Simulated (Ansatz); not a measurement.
Crystal: SnSe.

```xyz
2
Lattice="0.0000 3.0100 3.0100 3.0100 0.0000 3.0100 3.0100 3.0100 0.0000" Properties=species:S:1:pos:R:3 pbc="T T T"
Sn    0.0000    0.0000    0.0000
Se    3.0100    3.0100    3.0100
```

Measurements of this composition are mostly on another form, of space group No. 62.

| Item | Value |
| --- | --- |
| Program | Ansatz 0.2.0 |
| Task | relaxation of cell and atoms |
| Functional | LDA |
| Potentials or basis | all-electron LAPW, scalar-relativistic |
| Basis error allowed | 0.001 eV/atom |
| k mesh | 8 × 8 × 8 |
| Occupations | fermi-dirac, width 0.05 eV |
| Spin | no spin polarisation |

At the start: volume 27.27 Å³/atom.

Question: Where does the relaxation end?

Answer: Over 5 steps the energy falls by 18.7 meV/atom and the volume is 25.59 Å³/atom (-6.2 %); space group Fm-3m (No. 225, to 0.05 Å).

Step by step:
```csv
step,energy change (eV),largest force (eV/Å),volume (Å³)
1,0.0000,0.0000,54.54
2,-0.0279,0.0000,49.61
3,-0.0372,0.0000,51.34
4,-0.0373,0.0000,51.18
5,-0.0373,0.0000,51.18
```

Final structure:
```cif
data_structure
_symmetry_space_group_name_H-M 'P 1'
_symmetry_Int_Tables_number 1
_cell_length_a 4.1674
_cell_length_b 4.1674
_cell_length_c 4.1674
_cell_angle_alpha 60.000
_cell_angle_beta 60.000
_cell_angle_gamma 60.000
_cell_volume 51.18
loop_
_atom_site_label
_atom_site_type_symbol
_atom_site_fract_x
_atom_site_fract_y
_atom_site_fract_z
_atom_site_occupancy
Sn1 Sn 0.00000 0.00000 0.00000 1
Se1 Se 0.50000 0.50000 0.50000 1
```
